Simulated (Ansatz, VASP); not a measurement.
# Two plane-wave programs on CoSi2

The input INCAR:

```
  PREC = Accurate
  ENCUT = 600
  EDIFF = 1E-7
  ISMEAR = 0
  SIGMA = 0.1
  LREAL = False
  LASPH = True
  NELM = 100
  ALGO = Normal
  ISIF = 3
  LWAVE = False
  LCHARG = False
  GGA = CA
  IBRION = 2
  NSW = 70
  EDIFFG = -0.005
```

Contents of KPOINTS:

```
regular mesh
0
Gamma
  14 14 14
```

Contents of POSCAR:

```
CoSi2
1.0
    0.0000000000      2.6799218064      2.6799218064
    2.6799218064      0.0000000000      2.6799218064
    2.6799218064      2.6799218064      0.0000000000
Co Si
1 2
Direct
    0.0000000000      0.0000000000      0.0000000000
    0.2500000000      0.2500000000      0.2500000000
    0.7500000000      0.7500000000      0.7500000000
```

Input for Ansatz:

```yaml
crystal:
  lattice:
    - [0.0, 2.6799218064, 2.6799218064]
    - [2.6799218064, 0.0, 2.6799218064]
    - [2.6799218064, 2.6799218064, 0.0]
  atoms:
    - { symbol: Co, position: [0.0, 0.0, 0.0] }
    - { symbol: Si, position: [0.25, 0.25, 0.25] }
    - { symbol: Si, position: [0.75, 0.75, 0.75] }
basis:
  ecutwfc: 420
kpoints:
  mp_grid: { grid: [14, 14, 14] }
hamiltonian:
  xc: lda
scf:
  occupations: { method: gaussian, width: 0.1 }
output:
  forces: true
  stress: true
  eigenvalues: true
relax:
  adjacent_minimum: "off"
  f_tol: 0.005
  max_steps: 50
  cell: { stress_tol: 0.05 }
```

Alike in both runs: task relaxation of cell and atoms; functional LDA; k mesh 14 × 14 × 14; occupations gaussian, width 0.1 eV; no spin polarisation.

```csv
,VASP,Ansatz
version,VASP 6.6.1,Ansatz 0.2.0
potentials or method,"VASP PAW LDA potentials, release 64 (Co, Si)","scalar-relativistic, plane waves, PAW"
plane-wave cutoff (eV),600,420
valence electrons in the cell,17,25
```

Ansatz gave:

```
gap on the k mesh at the Fermi level, each at its own relaxed structure (eV) : none
relaxed volume (Å³/atom)                                                     : 12.22
relaxed cell length with the largest relative difference (Å)                 : 3.729
energy change over the relaxation (meV/atom)                                 : -18
```

Problem. Estimate VASP's values.

Solution. gap on the k mesh at the Fermi level, each at its own relaxed structure (eV): none; relaxed volume (Å³/atom): 12.24; relaxed cell length with the largest relative difference (Å): 3.730; energy change over the relaxation (meV/atom): -17.

A gap of «none» marks a metal or a gap that the smearing closes. The two sets of potentials don't hold the same shells in valence.

Spin polarisation is off, so any magnetic state and its effect on volume and gap are missing. Zero-point motion and thermal expansion aren't in these numbers. LDA usually gives volumes a few per cent too small.
